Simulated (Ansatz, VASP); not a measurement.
# One calculation of Ti, two programs

POSCAR

```
Ti
1.0
    0.0000000000      1.9599434507      1.9599434507
    1.9599434507      0.0000000000      1.9599434507
    1.9599434507      1.9599434507      0.0000000000
Ti
1
Direct
    0.0000000000      0.0000000000      0.0000000000
```

INCAR.step1

```
PREC = Accurate ; ENCUT = 520
ISMEAR = -1 ; SIGMA = 0.15
LREAL = F ; LASPH = T
NELM = 100 ; NBANDS = 12
GGA = PE ; ALGO = Normal
EDIFF = 1E-4 ; LWAVE = T
LCHARG = F
```

Contents of INCAR.step2:

```
PREC = Accurate ; ENCUT = 520
EDIFF = 1E-6 ; ISMEAR = -1
SIGMA = 0.15 ; LREAL = F
LASPH = T ; NELM = 100
ALGO = Normal ; ISIF = 2
LWAVE = F ; LCHARG = F
METAGGA = R2SCAN ; LMIXTAU = T
NBANDS = 12 ; ISTART = 1
```

KPOINTS

```
regular mesh
0
Gamma
  12 12 12
```

Input for Ansatz:

```yaml
crystal:
  lattice:
    - [0.0, 1.9599434507494282, 1.9599434507494282]
    - [1.9599434507494282, 0.0, 1.9599434507494282]
    - [1.9599434507494282, 1.9599434507494282, 0.0]
  atoms:
    - { symbol: Ti, position: [0.0, 0.0, 0.0] }
basis:
  ecutwfc: 600.0
kpoints:
  mp_grid:
    grid: [12, 12, 12]
hamiltonian:
  xc: r2scan
scf:
  occupations:
    method: fermi_dirac
    width: 0.15
output:
  stress: true
```

This isn't the form of Ti at room conditions, which is hcp.

Alike in both runs: task single point; functional r2SCAN; k mesh 12 × 12 × 12; occupations fermi-dirac, width 0.15 eV; no spin polarisation.

|  | VASP | Ansatz |
| --- | --- | --- |
| version | VASP 6.6.1 | Ansatz 0.2.0 |
| potentials or method | VASP PAW PBE potentials, release 64 (Ti_sv) | plane waves, PAW |
| plane-wave cutoff (eV) | 520 | 600 |
| valence electrons in the cell | 12 | 12 |

Ansatz gave:

| Property | Result |
| --- | --- |
| pressure (GPa) | 20.5 |

Estimate VASP's values.

pressure (GPa): 21.0.

Caveats: so large a pressure means that the cell lies far from this level's equilibrium, or that cutoff or potentials fall short (VASP); the potentials were made for another functional, which shifts forces and pressure (VASP).
